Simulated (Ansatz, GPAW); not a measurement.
Given: the input of a run of Ansatz 0.2.0 on Fe. 

Contents of input.yaml:

```yaml
crystal:
  lattice:
    - [-1.443, 1.443, 1.443]
    - [1.443, -1.443, 1.443]
    - [1.443, 1.443, -1.443]
  atoms:
    - { symbol: Fe, position: [0.0, 0.0, 0.0], spin: 3.0 }
hamiltonian:
  xc: pbe
  pseudopotentials: { kind: paw }
magnetization:
  spin_polarized: true
kpoints:
  mp_grid: { grid: [13, 13, 13] }
scf:
  occupations: { method: gaussian, width: 0.024 }
output:
  forces: true
  stress: true
  eigenvalues: true
  write_density: true
  write_potential: true
  elf: true
  volumetric_format: npy
```

Potentials or basis: Ansatz PAW.

Launch:

```sh
$ ansatz run input.yaml --threads 2 --pin off --max-ram 5632MiB --backend cpu --events-out ev --progress --plain --runs-dir out
```

Q: Set up the same calculation for GPAW 26.7.0 (ASE script). Potentials or basis there: GPAW PAW data sets (gpaw-data 1.2.1), cutoff 600 eV.

A: As run (cutoffs and basis follow the program's own potentials, and thresholds, step limits or extra output files can differ):

Contents of run.py:

```python
from ase.dft.bandgap import bandgap
from ase.io import read, write
from ase.units import GPa
from gpaw import GPAW, PW

atoms = read('POSCAR')
atoms.set_initial_magnetic_moments([3.0])

calc = GPAW(mode=PW(600),
            xc='PBE',
            kpts={'size': (13, 13, 13), 'gamma': True},
            occupations={'name': 'methfessel-paxton', 'order': 0, 'width': 0.024},
            nbands=12,
            convergence={'density': 1e-05, 'energy': 1e-05},
            maxiter=150,
            txt='gpaw.txt')
atoms.calc = calc
energy = atoms.get_potential_energy()
forces = atoms.get_forces()
stress = atoms.get_stress()
calc.write('gs.gpw')
write('result.traj', atoms)
print(f'Energy: {energy:.6f} eV')
print('Forces (eV/A):')
print(forces.round(4))
print('Stress (GPa):', (stress / GPa).round(3))
print('Moments:', calc.get_magnetic_moments().round(3))
print('Fermi level:', round(calc.get_fermi_level(), 4), 'eV')
print(f'Gap: {bandgap(calc)[0]:.4f} eV, direct: {bandgap(calc, direct=True)[0]:.4f} eV')
```

POSCAR

```
Fe
1.0
   -1.4430000000      1.4430000000      1.4430000000
    1.4430000000     -1.4430000000      1.4430000000
    1.4430000000      1.4430000000     -1.4430000000
Fe
1
Direct
    0.0000000000      0.0000000000      0.0000000000
```

Potentials or basis: GPAW PAW data sets (gpaw-data 1.2.1), pw.

Command:

```sh
$ OMP_NUM_THREADS=1 python run.py
```

Both were run:

|  | Ansatz | GPAW |
| --- | --- | --- |
| Pressure | -9.6 GPa | -7.9 GPa |
| Net moment | 2.25 μB per cell | 2.25 μB per cell |

Ansatz's pressure holds a Pulay term of +0.09 GPa for its cutoff of 420 eV, which the other run lacks.

The potentials hold 16 and 8 valence electrons a cell.

Where Ansatz's input types no cutoff or centring, it takes its own default and a Γ-centred mesh.

The magnetic state is the one that the start led to; the real crystal's order can differ.

Pressure is positive in compression.
